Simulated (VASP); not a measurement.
# Zr (P6_3/mmc) in VASP: notebook

One crystal, Zr, is run at these levels: PBE; tasks: relaxation of shape and atoms at fixed volume.

Program: VASP 6.6.1. These are calculated values, not measurements. Logs are shortened: lines on timing, memory, paths and dates and some standing lists are left out, and cuts for length are marked.

## (1) The crystal as given

Symmetry: P6_3/mmc, No. 194, hexagonal system. Conventional cell: a = 3.234 Å, b = 3.234 Å, c = 5.151 Å, α = 90.00°, β = 90.00°, γ = 120.00°. Zr (site symmetry -6m2) has 12 Zr at 3.18 to 3.23 Å as nearest neighbours.

## (2) Relaxation of shape and atoms at fixed volume, PBE (a relaxed cell with its volume scaled by 0.96)

Input file INCAR:

```
PREC = Accurate
ENCUT = 300
EDIFF = 1E-7
ISMEAR = 1
SIGMA = 0.1
LREAL = False
LASPH = True
NELM = 80
ALGO = Normal
ISIF = 4
LWAVE = False
LCHARG = False
GGA = PE
IBRION = 2
NSW = 40
EDIFFG = -0.01
```

Input file KPOINTS:

```
regular mesh
0
Gamma
  8 8 4
```

Input file POSCAR:

```
Zr                                      
1.0
    3.1899452481      0.0000000000      0.0000000000
   -1.5949726241      2.7625736216      0.0000000000
    0.0000000000      0.0000000000      5.0815153217
  Zr            
     2
Direct
     0.3333333332999970    0.6666666667000030    0.2500000000000000
     0.6666666667000030    0.3333333332999970    0.7500000000000000
```

Potentials or basis: VASP PAW PBE potentials, release 64 (Zr_sv).

Run with:

```sh
$ cat potpaw_PBE.64/Zr_sv/POTCAR > POTCAR
$ mpirun -np 1 vasp_std > vasp.out
```

OUTCAR:

```text
PREC = Accurate
   ENCUT = 300
   EDIFF = 1E-7
   ISMEAR = 1
   LREAL = False
   LASPH = True
   NELM = 80
   ISIF = 4
   GGA = PE
   IBRION = 2
   NSW = 40
   EDIFFG = -0.01

 ion  position               nearest neighbor table
   1  0.333  0.667  0.250-   2 3.14   2 3.14   2 3.14   2 3.14   2 3.14   2 3.14
   2  0.667  0.333  0.750-   1 3.14   1 3.14   1 3.14   1 3.14   1 3.14   1 3.14

  LATTYP: Found a hexagonal cell.
 ALAT       =     3.1899452481
 C/A-ratio  =     1.5929788528

  Lattice vectors:

 A1 = (   3.1899452481,   0.0000000000,   0.0000000000)
 A2 = (  -1.5949726241,   2.7625736216,   0.0000000000)
 A3 = (   0.0000000000,   0.0000000000,   5.0815153217)

Analysis of symmetry for initial positions (statically):
=====================================================================
 Subroutine PRICEL returns:
 Original cell was already a primitive cell.

 Routine SETGRP: Setting up the symmetry group for a
 hexagonal supercell.

 Subroutine GETGRP returns: Found 24 space group operations
 (whereof 12 operations were pure point group operations)
 out of a pool of 24 trial point group operations.

The static configuration has the point symmetry D_3d.
 The point group associated with its full space group is D_6h.

Analysis of symmetry for dynamics (positions and initial velocities):
=====================================================================
 Subroutine PRICEL returns:
 Original cell was already a primitive cell.

 Routine SETGRP: Setting up the symmetry group for a
 hexagonal supercell.

 Subroutine GETGRP returns: Found 24 space group operations
 (whereof 12 operations were pure point group operations)
 out of a pool of 24 trial point group operations.

The dynamic configuration has the point symmetry D_3d.
 The point group associated with its full space group is D_6h.

 Subroutine INISYM returns: Found 24 space group operations
[... 148 lines left out ...]
  energy without entropy =      -16.99973370  energy(sigma->0) =      -16.99910055

------------------------ aborting loop because EDIFF is reached ----------------------------------------

  FORCE on cell =-STRESS in cart. coord.  units (eV):
  Direction    XX          YY          ZZ          XY          YZ          ZX
  --------------------------------------------------------------------------------------
  -------------------------------------------------------------------------------------
  Total        1.1775066      1.1775066      1.2556039     -0.0000000      0.0000000     -0.0000000
  in kB       42.1292375     42.1292375     44.9234291     -0.0000000      0.0000000     -0.0000000
  external PRESSURE =      43.0606347 kB  Pullay stress =       0.0000000 kB

 VOLUME and BASIS-vectors are now :
 -----------------------------------------------------------------------------
  energy-cutoff  :      300.00
  volume of cell :       44.78
      direct lattice vectors                 reciprocal lattice vectors
     3.189945248  0.000000000  0.000000000     0.313485004  0.180990652  0.000000000
    -1.594972624  2.762573622  0.000000000     0.000000000  0.361981303  0.000000000
     0.000000000  0.000000000  5.081515322     0.000000000  0.000000000  0.196791692

 POSITION                                       TOTAL-FORCE (eV/Angst)
 -----------------------------------------------------------------------------------
     -0.00000      1.84172      1.27038         0.000000     -0.000000      0.000000
      1.59497      0.92086      3.81114        -0.000000      0.000000      0.000000
 -----------------------------------------------------------------------------------
    total drift:                               -0.000000      0.000000     -0.000000

  FREE ENERGIE OF THE ION-ELECTRON SYSTEM (eV)
  ---------------------------------------------------
  free  energy   TOTEN  =       -16.9987839770 eV

  energy  without entropy=      -16.9997336970  energy(sigma->0) =      -16.99910055

--------------------------------------- Ionic step        2  -------------------------------------------

 number of electron      23.9999998 magnetization

 Free energy of the ion-electron system (eV)
  ---------------------------------------------------
  ext. energy  EPLUGINS =         0.00000000
  ---------------------------------------------------
  free energy    TOTEN  =       -16.99884265 eV

  energy without entropy =      -16.99977639  energy(sigma->0) =      -16.99915390

 E-fermi :   9.4959     XC(G=0): -11.2621

 val. band max:        9.4915972260   @ k =   0.3750   0.2500   0.2500
 cond. band min:       9.5320899317   @ k =   0.1250  -0.0000   0.0000
 fundamental gap:      0.0404927057
 Fermi energy:         9.4958781056

 k-point     1 :       0.0000    0.0000    0.0000
  band No.  band energies     occupation
      1     -39.3182      2.00000
      2     -39.1378      2.00000
      3     -17.9235      2.00000
      4     -16.9441      2.00000
      5     -16.9441      2.00000
      6     -16.7901      2.00000
[... 433 lines left out ...]
      3     -17.7203      2.00000
      4     -17.7203      2.00000
      5     -17.0710      2.00000
      6     -17.0710      2.00000
[... 8 lines left out ...]
     15      11.6890      0.00000
     16      11.6890      0.00000

 [... further k-points ...]
[... 5 lines left out ...]
  --------------------------------------------------------------------------------------
  -------------------------------------------------------------------------------------
  Total        1.1963082      1.1963082      1.2111703     -0.0000000      0.0000000     -0.0000000
  in kB       42.8019265     42.8019265     43.3336709     -0.0000000      0.0000000     -0.0000000
  external PRESSURE =      42.9791746 kB  Pullay stress =       0.0000000 kB

 VOLUME and BASIS-vectors are now :
 -----------------------------------------------------------------------------
  energy-cutoff  :      300.00
  volume of cell :       44.78
      direct lattice vectors                 reciprocal lattice vectors
     3.187943421 -0.000000000 -0.000000000     0.313681853  0.181104302  0.000000000
    -1.593971710  2.760839988  0.000000000     0.000000000  0.362208605  0.000000000
     0.000000000  0.000000000  5.087899067     0.000000000  0.000000000  0.196544779

 POSITION                                       TOTAL-FORCE (eV/Angst)
 -----------------------------------------------------------------------------------
     -0.00000      1.84056      1.27197         0.000000     -0.000000      0.000000
      1.59397      0.92028      3.81592        -0.000000      0.000000     -0.000000
 -----------------------------------------------------------------------------------
    total drift:                               -0.000000      0.000000     -0.000000

  FREE ENERGIE OF THE ION-ELECTRON SYSTEM (eV)
  ---------------------------------------------------
  free  energy   TOTEN  =       -16.9988426492 eV

  energy  without entropy=      -16.9997763878  energy(sigma->0) =      -16.99915390

 reached required accuracy - stopping structural energy minimisation
```

OSZICAR:

```text
N       E                     dE             d eps       ncg     rms          rms(c)
DAV:   1     0.141667516042E+03    0.14167E+03   -0.10585E+04  1000   0.101E+03
DAV:   2    -0.659914671952E+01   -0.14827E+03   -0.14710E+03  1256   0.322E+02
DAV:   3    -0.175572929399E+02   -0.10958E+02   -0.10836E+02  1816   0.578E+01
DAV:   4    -0.176843001735E+02   -0.12701E+00   -0.12700E+00  1056   0.728E+00
[... 13 lines left out ...]
DAV:   3    -0.169988433908E+02    0.89607E-04   -0.34279E-04  1280   0.135E-01    0.836E-03
DAV:   4    -0.169988445252E+02   -0.11345E-05   -0.50252E-06  1072   0.193E-02    0.408E-03
DAV:   5    -0.169988423772E+02    0.21480E-05   -0.28742E-07   952   0.499E-03    0.421E-04
DAV:   6    -0.169988425756E+02   -0.19836E-06   -0.16973E-08   552   0.125E-03    0.186E-04
DAV:   7    -0.169988426492E+02   -0.73599E-07   -0.55278E-09   568   0.558E-04
   2 F= -.16998843E+02 E0= -.16999154E+02  d E =-.586722E-04
```

Run time: 10 s. Hardware: 1 thread of Intel Xeon Platinum 8559C (Emerald Rapids), shared host; peak memory 0.12 GiB.

Results:

```yaml
Free_energy: -16.9988 eV
Energy_gained_by_relaxing: 0.0 meV/atom
Ionic_steps: 2
Pressure_after_relaxing: 4.3 GPa
Band_gap_on_the_k_mesh: none (metal or under the smearing width)
```

Final structure:
```xyz
2
Lattice="3.1879 0.0000 0.0000 -1.5940 2.7608 0.0000 0.0000 0.0000 5.0879" Properties=species:S:1:pos:R:3 pbc="T T T"
Zr    0.0000    1.8406    1.2720
Zr    1.5940    0.9203    3.8159
```

## (3) Relaxation of shape and atoms at fixed volume, PBE (a relaxed cell with its volume scaled by 0.98)

INCAR is that of step 2.

KPOINTS is that of step 2.

Input file POSCAR:

```
Zr                                      
1.0
    3.2119455658      0.0000000000      0.0000000000
   -1.6059727829      2.7816264555      0.0000000000
    0.0000000000      0.0000000000      5.1165613624
  Zr            
     2
Direct
     0.3333333332999970    0.6666666667000030    0.2500000000000000
     0.6666666667000030    0.3333333332999970    0.7500000000000000
```

Potentials or basis: VASP PAW PBE potentials, release 64 (Zr_sv).

Run with:

```sh
$ cat potpaw_PBE.64/Zr_sv/POTCAR > POTCAR
$ mpirun -np 1 vasp_std > vasp.out
```

Run time: 11 s. Hardware: 1 thread of Intel Xeon Platinum 8559C (Emerald Rapids), shared host; peak memory 0.12 GiB.

It converged, with:

* Free energy: -17.0229 eV
* Energy gained by relaxing: 0.0 meV/atom
* Ionic steps: 2
* Pressure after relaxing: 2.1 GPa
* Band gap on the k mesh: none (metal or under the smearing width)

Final structure:
```
CELL_PARAMETERS angstrom
3.21082 0.00000 0.00000
-1.60541 2.78065 0.00000
0.00000 0.00000 5.12014
ATOMIC_POSITIONS crystal
Zr 0.33333 0.66667 0.25000
Zr 0.66667 0.33333 0.75000
```

Levels at points of the mesh, in eV from the Fermi level:
| k point | band 8 | band 9 | band 10 | band 11 | band 12 | band 13 | band 14 | band 15 | band 16 |
| --- | --- | --- | --- | --- | --- | --- | --- | --- | --- |
| (0.00, 0.00, 0.00) | -26.35 | -5.70 | -3.12 | 0.81 | 0.81 | 0.95 | 1.18 | 1.52 | 1.52 |
| (0.50, 0.00, 0.00) | -26.47 | -2.69 | -2.57 | -2.25 | -0.22 | 0.48 | 0.74 | 1.43 | 4.95 |
| (0.00, 0.00, 0.50) | -26.43 | -3.98 | -3.98 | -0.02 | -0.02 | 0.71 | 0.71 | 0.71 | 0.71 |
| (0.50, 0.00, 0.50) | -26.60 | -2.97 | -2.97 | -1.15 | -1.15 | 1.65 | 1.65 | 2.19 | 2.19 |

## (4) Relaxation of shape and atoms at fixed volume, PBE

INCAR is that of step 3.

KPOINTS is that of step 3.

Input file POSCAR:

```
Zr                                      
1.0
    3.2336485590      0.0000000000      0.0000000000
   -1.6168242795      2.8004217990      0.0000000000
    0.0000000000      0.0000000000      5.1511337717
  Zr            
     2
Direct
     0.3333333332999970    0.6666666667000030    0.2500000000000000
     0.6666666667000030    0.3333333332999970    0.7500000000000000
```

Potentials or basis: VASP PAW PBE potentials, release 64 (Zr_sv).

Run with:

```sh
$ cat potpaw_PBE.64/Zr_sv/POTCAR > POTCAR
$ mpirun -np 1 vasp_std > vasp.out
```

OUTCAR:

```text
PREC = Accurate
   ENCUT = 300
   EDIFF = 1E-7
   ISMEAR = 1
   LREAL = False
   LASPH = True
   NELM = 80
   ISIF = 4
   GGA = PE
   IBRION = 2
   NSW = 40
   EDIFFG = -0.01

 ion  position               nearest neighbor table
   1  0.333  0.667  0.250-   2 3.18   2 3.18   2 3.18   2 3.18   2 3.18   2 3.18
   2  0.667  0.333  0.750-   1 3.18   1 3.18   1 3.18   1 3.18   1 3.18   1 3.18

  LATTYP: Found a hexagonal cell.
 ALAT       =     3.2336485590
 C/A-ratio  =     1.5929788527

  Lattice vectors:

 A1 = (   3.2336485590,   0.0000000000,   0.0000000000)
 A2 = (  -1.6168242795,   2.8004217990,   0.0000000000)
 A3 = (   0.0000000000,   0.0000000000,   5.1511337717)

Analysis of symmetry for initial positions (statically):
=====================================================================
 Subroutine PRICEL returns:
 Original cell was already a primitive cell.

 Routine SETGRP: Setting up the symmetry group for a
 hexagonal supercell.

 Subroutine GETGRP returns: Found 24 space group operations
 (whereof 12 operations were pure point group operations)
 out of a pool of 24 trial point group operations.

The static configuration has the point symmetry D_3d.
 The point group associated with its full space group is D_6h.

Analysis of symmetry for dynamics (positions and initial velocities):
=====================================================================
 Subroutine PRICEL returns:
 Original cell was already a primitive cell.

 Routine SETGRP: Setting up the symmetry group for a
 hexagonal supercell.

 Subroutine GETGRP returns: Found 24 space group operations
 (whereof 12 operations were pure point group operations)
 out of a pool of 24 trial point group operations.
[... 111 lines left out ...]
   TEBEG  =    0.0;   TEEND  =   0.0 temperature during run
   PSTRESS=    0.0 pullay stress
   NELECT =      24.0000    total number of electrons
   NUPDOWN=      -1.0000    fix difference up-down
   EMIN   =  10.00;   EMAX   =-10.00  energy-range for DOS
   EFERMI =   0.00;   METHOD = LEGACY
   ISMEAR =     1;   SIGMA  =   0.10  broadening in eV -4-tet -1-fermi 0-gaus
   EFERMI_NEDOS =   21; number of points for ismear=-14 and -15
   IALGO  =     38    algorithm
   IMIX   =      4    mixing-type and parameters
     AMIX     =   0.40;   BMIX     =  1.00
     AMIX_MAG =   1.60;   BMIX_MAG =  1.00
  volume/ion in A,a.u.               =      23.32       157.39
  Fermi-wavevector in a.u.,A,eV,Ry     =   1.311814  2.478969 23.413662  1.720856
  Thomas-Fermi vector in A             =   2.442249
   LORBIT       =      0    0 simple, 1 ext, 2 COOP (PROOUT), +10 PAW based schemes
   GGA     = PE    functional components
   LHFCALC =     F    Hartree Fock is set to
   AEXX    =    0.0000 exact exchange contribution
   IVDW    =     0    specifies the selected vdW correction
   LEPSILON=     F    determine dielectric tensor
   LRPA    =     F    only Hartree local field effects (RPA)
 conjugate gradient relaxation of ions
 non-spin polarized calculation
 Methfessel and Paxton  Order N= 1 SIGMA  =   0.10
  energy-cutoff  :      300.00
  volume of cell :       46.65
 maximum number of plane-waves:       564
   NGX =  9   NGY =  9   NGZ = 15

 number of electron      23.9999999 magnetization

 Free energy of the ion-electron system (eV)
  ---------------------------------------------------
  ext. energy  EPLUGINS =         0.00000000
  ---------------------------------------------------
  free energy    TOTEN  =       -17.03446886 eV

  energy without entropy =      -17.03660729  energy(sigma->0) =      -17.03518167

 E-fermi :   9.0364     XC(G=0): -11.0750

 val. band max:        9.0269800059   @ k =   0.3750   0.2500   0.2500
 cond. band min:       9.1018000778   @ k =   0.1250   0.0000   0.0000
 fundamental gap:      0.0748200719
 Fermi energy:         9.0363897315

 k-point     1 :       0.0000    0.0000    0.0000
  band No.  band energies     occupation
      1     -39.8563      2.00000
      2     -39.7028      2.00000
      3     -18.3876      2.00000
      4     -17.5249      2.00000
      5     -17.5249      2.00000
      6     -17.3896      2.00000
[... 433 lines left out ...]
      3     -18.2038      2.00000
      4     -18.2038      2.00000
      5     -17.6346      2.00000
      6     -17.6346      2.00000
[... 8 lines left out ...]
     15      11.1394      0.00000
     16      11.1394      0.00000

 [... further k-points ...]
[... 5 lines left out ...]
  --------------------------------------------------------------------------------------
  -------------------------------------------------------------------------------------
  Total       -0.0064150     -0.0064150      0.0045632      0.0000000     -0.0000000      0.0000000
  in kB       -0.2203369     -0.2203369      0.1567324      0.0000000     -0.0000000      0.0000000
  external PRESSURE =      -0.0946471 kB  Pullay stress =       0.0000000 kB

 VOLUME and BASIS-vectors are now :
 -----------------------------------------------------------------------------
  energy-cutoff  :      300.00
  volume of cell :       46.65
      direct lattice vectors                 reciprocal lattice vectors
     3.233648559  0.000000000  0.000000000     0.309248201  0.178544532  0.000000000
    -1.616824280  2.800421799  0.000000000     0.000000000  0.357089064  0.000000000
     0.000000000  0.000000000  5.151133772     0.000000000  0.000000000  0.194132019

 POSITION                                       TOTAL-FORCE (eV/Angst)
 -----------------------------------------------------------------------------------
     -0.00000      1.86695      1.28778         0.000000      0.000000      0.000000
      1.61682      0.93347      3.86335        -0.000000     -0.000000      0.000000
 -----------------------------------------------------------------------------------
    total drift:                               -0.000000      0.000000     -0.000000

  FREE ENERGIE OF THE ION-ELECTRON SYSTEM (eV)
  ---------------------------------------------------
  free  energy   TOTEN  =       -17.0344688559 eV

  energy  without entropy=      -17.0366072944  energy(sigma->0) =      -17.03518167

 reached required accuracy - stopping structural energy minimisation
```

OSZICAR:

```text
N       E                     dE             d eps       ncg     rms          rms(c)
DAV:   1     0.141241996116E+03    0.14124E+03   -0.10682E+04  1024   0.100E+03
DAV:   2    -0.637997371802E+01   -0.14762E+03   -0.14653E+03  1248   0.324E+02
DAV:   3    -0.176607983471E+02   -0.11281E+02   -0.11162E+02  1840   0.574E+01
DAV:   4    -0.177734416079E+02   -0.11264E+00   -0.11265E+00  1040   0.712E+00
DAV:   5    -0.177757271709E+02   -0.22856E-02   -0.22856E-02  1336   0.724E-01    0.142E+01
DAV:   6    -0.171669294684E+02    0.60880E+00   -0.93257E-01   992   0.841E+00    0.560E+00
DAV:   7    -0.170320239023E+02    0.13491E+00   -0.60407E-01  1248   0.591E+00    0.109E+00
DAV:   8    -0.170346402967E+02   -0.26164E-02   -0.37628E-02  1408   0.156E+00    0.238E-01
DAV:   9    -0.170345658468E+02    0.74450E-04   -0.11632E-03  1096   0.290E-01    0.448E-02
DAV:  10    -0.170344877029E+02    0.78144E-04   -0.36899E-05  1416   0.380E-02    0.174E-02
DAV:  11    -0.170344663453E+02    0.21358E-04   -0.61293E-06  1376   0.230E-02    0.613E-03
DAV:  12    -0.170344679953E+02   -0.16500E-05   -0.37100E-07   936   0.517E-03    0.244E-03
DAV:  13    -0.170344683677E+02   -0.37241E-06   -0.34499E-08   680   0.243E-03    0.672E-04
DAV:  14    -0.170344687175E+02   -0.34981E-06   -0.60615E-09   624   0.951E-04    0.272E-04
DAV:  15    -0.170344688366E+02   -0.11907E-06   -0.23021E-09   592   0.518E-04    0.240E-05
DAV:  16    -0.170344688559E+02   -0.19376E-07   -0.74958E-10   568   0.235E-04
   1 F= -.17034469E+02 E0= -.17035182E+02  d E =-.170345E+02
```

Wall time 9.1 s (1 thread of Intel Xeon Platinum 8559C (Emerald Rapids), shared host); peak memory 0.12 GiB.

Results:

| Quantity | Value |
| --- | --- |
| Free energy | -17.0345 eV |
| Pressure after relaxing | 0.0 GPa |
| Band gap on the k mesh | none (metal or under the smearing width) |

Final structure:
```
Zr
1.0
     3.23365    0.00000    0.00000
    -1.61682    2.80042    0.00000
     0.00000    0.00000    5.15113
Zr
2
Direct
  0.33333 0.66667 0.25000
  0.66667 0.33333 0.75000
```

Levels at points of the mesh, in eV from the Fermi level:
```
           k point  band 8  band 9  band 10  band 11  band 12  band 13  band 14  band 15  band 16
(0.00, 0.00, 0.00)  -26.42   -5.67    -3.07     0.80     0.80     0.95     1.11     1.49     1.49
(0.50, 0.00, 0.00)  -26.53   -2.62    -2.54    -2.19    -0.27     0.48     0.72     1.40     4.82
(0.00, 0.00, 0.50)  -26.49   -3.97    -3.97    -0.01    -0.01     0.71     0.71     0.71     0.71
(0.50, 0.00, 0.50)  -26.65   -2.91    -2.91    -1.11    -1.11     1.57     1.57     2.15     2.15
```

Caveat: the relaxation stopped at its first step, so nothing moved.

## (5) Summary

```csv
cell,gap on the mesh (eV),pressure (GPa)
atoms relaxed at fixed volume from: a relaxed cell with its volume scaled by 0.96,none,4.3
atoms relaxed at fixed volume from: a relaxed cell with its volume scaled by 0.98,none,2.1
atoms relaxed at fixed volume,none,0.0
```

Alike in all rows: task relaxation of shape and atoms at fixed volume; level PBE; potentials or basis VASP PAW PBE potentials, release 64 (Zr_sv); no spin polarisation; k mesh 8 × 8 × 4; cutoff (eV) 300; smearing methfessel-paxton 0.1 eV.

Caveats: the relaxation stopped at its first step, so nothing moved (some runs).

Absolute energies hang on the potentials; compare differences alone.
